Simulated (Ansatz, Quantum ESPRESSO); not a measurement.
Given: the input of a run of Ansatz 0.2.0 on GaN. 

The input input.yaml:

```yaml
crystal:
  lattice:
    - [3.18, 0.0, 0.0]
    - [-1.59, 2.753960784, 0.0]
    - [0.0, 0.0, 5.166]
  atoms:
    - { symbol: Ga, position: [0.6666666667, 0.3333333333, 0.5] }
    - { symbol: Ga, position: [0.3333333333, 0.6666666667, 0.0] }
    - { symbol: "N", position: [0.6666666667, 0.3333333333, 0.875] }
    - { symbol: "N", position: [0.3333333333, 0.6666666667, 0.375] }
hamiltonian:
  xc: blyp
  pseudopotentials: { kind: paw }
  dispersion: d4
kpoints:
  mp_grid: { grid: [10, 10, 5] }
scf:
  occupations: { method: fermi_dirac, width: 0.05 }
output:
  forces: true
  stress: true
relax:
  f_tol: 0.01
  max_steps: 40
  cell: { stress_tol: 0.05 }
```

Potentials or basis: Ansatz PAW.

Launch:

```sh
$ ansatz run input.yaml --threads 2 --pin off --max-ram 5632MiB --backend cpu --events-out ev --progress --plain --runs-dir out
```

Problem. What does the same run look like in Quantum ESPRESSO 7.5 (ASE script)? Potentials or basis there: PseudoDojo 0.4.1 SR PBE standard, cutoff 1143 eV.

Solution. As run (cutoffs and basis follow the program's own potentials, and thresholds, step limits or extra output files can differ):

run.py

```python
import numpy as np
from ase.calculators.espresso import Espresso, EspressoProfile
import spglib
from ase import Atoms
from ase.io import read

atoms = read('GaN.cif')
cell, pos, num = spglib.standardize_cell((atoms.cell[:], atoms.get_scaled_positions(), atoms.numbers), to_primitive=True, symprec=1e-4)
atoms = Atoms(numbers=num, cell=cell, scaled_positions=pos, pbc=True)

input_data = {
    'control': {'calculation': 'scf', 'prefix': 'pwscf', 'outdir': './tmp', 'tprnfor': True, 'tstress': True, 'disk_io': 'low'},
    'system': {'ecutwfc': 84.0, 'nbnd': 26, 'input_dft': 'blyp', 'occupations': 'smearing', 'smearing': 'fd', 'degauss': 0.00367493},
    'electrons': {'conv_thr': 8e-10, 'electron_maxstep': 120, 'mixing_beta': 0.5},
}
pseudopotentials = {'Ga': 'Ga.upf', 'N': 'N.upf'}
profile = EspressoProfile(command='pw.x', pseudo_dir='pseudo')
dft = Espresso(profile=profile, input_data=input_data, pseudopotentials=pseudopotentials, kpts=(10, 10, 5), koffset=(0, 0, 0))
from ase.calculators.mixing import SumCalculator
from dftd4.ase import DFTD4
d4 = DFTD4(method='blyp')
atoms.calc = SumCalculator([dft, d4])

from ase.optimize import BFGS
from ase.filters import FrechetCellFilter
done = BFGS(FrechetCellFilter(atoms), trajectory='opt.traj').run(fmax=0.02, steps=30)
print('converged', done)
print('cell (A)', np.round(atoms.cell.cellpar(), 5))
print(f'energy {atoms.get_potential_energy():.8f} eV')
print('forces (eV/A)')
print(np.round(atoms.get_forces(), 6))
print('stress (eV/A^3, Voigt)')
print(np.round(atoms.get_stress(), 8))
print(f'Fermi level {dft.get_fermi_level():.4f} eV')
print(f'D4 part {d4.get_potential_energy(atoms):.8f} eV')
atoms.write('final.traj')
```

GaN.cif

```cif
data_GaN
_cell_length_a 3.18000000
_cell_length_b 3.18000000
_cell_length_c 5.16600000
_cell_angle_alpha 90.00000000
_cell_angle_beta 90.00000000
_cell_angle_gamma 120.00000000
_space_group_name_H-M_alt 'P6_3mc'
_space_group_name_Hall 'P 6c -2c'
_space_group_IT_number 186
loop_
_space_group_symop_operation_xyz
'x,y,z'
'x-y,x,z+1/2'
'-y,x-y,z'
'-x,-y,z+1/2'
'-x+y,-x,z'
'y,-x+y,z+1/2'
'y,x,z+1/2'
'x,x-y,z'
'x-y,-y,z+1/2'
'-y,-x,z'
'-x,-x+y,z+1/2'
'-x+y,y,z'
loop_
_atom_site_label
_atom_site_type_symbol
_atom_site_symmetry_multiplicity
_atom_site_Wyckoff_symbol
_atom_site_fract_x
_atom_site_fract_y
_atom_site_fract_z
_atom_site_occupancy
Ga1 Ga 2 b 0.6666666667 0.3333333333 0.5000000000 1
N1 N 2 b 0.6666666667 0.3333333333 0.8750000000 1
```

Potentials or basis: PseudoDojo 0.4.1 SR PBE standard.

Run with:

```sh
$ OMP_NUM_THREADS=1 python run.py
```

Both were run:

|  | Ansatz | Quantum ESPRESSO |
| --- | --- | --- |
| Relaxed volume | 11.38 Å³/atom | 11.41 Å³/atom |
| Relaxed cell | a = 3.182 Å, b = 3.182 Å, c = 5.194 Å, α = 90.00°, β = 90.00°, γ = 120.00° | a = 3.185 Å, b = 3.185 Å, c = 5.195 Å, α = 90.00°, β = 90.00°, γ = 120.00° |
| Space group after relaxing | P6_3mc (No. 186) | P6_3mc (No. 186) |
| Pressure after relaxing | 0.0 GPa | -0.1 GPa |

Ansatz's pressure holds a Pulay term of +0.63 GPa for its cutoff of 420 eV, which the other run lacks.

Ansatz's potentials were made for PBE. Quantum ESPRESSO's potentials were made for PBE.

Where Ansatz's input types no cutoff or centring, it takes its own default and a Γ-centred mesh.

Pressure is positive in compression.
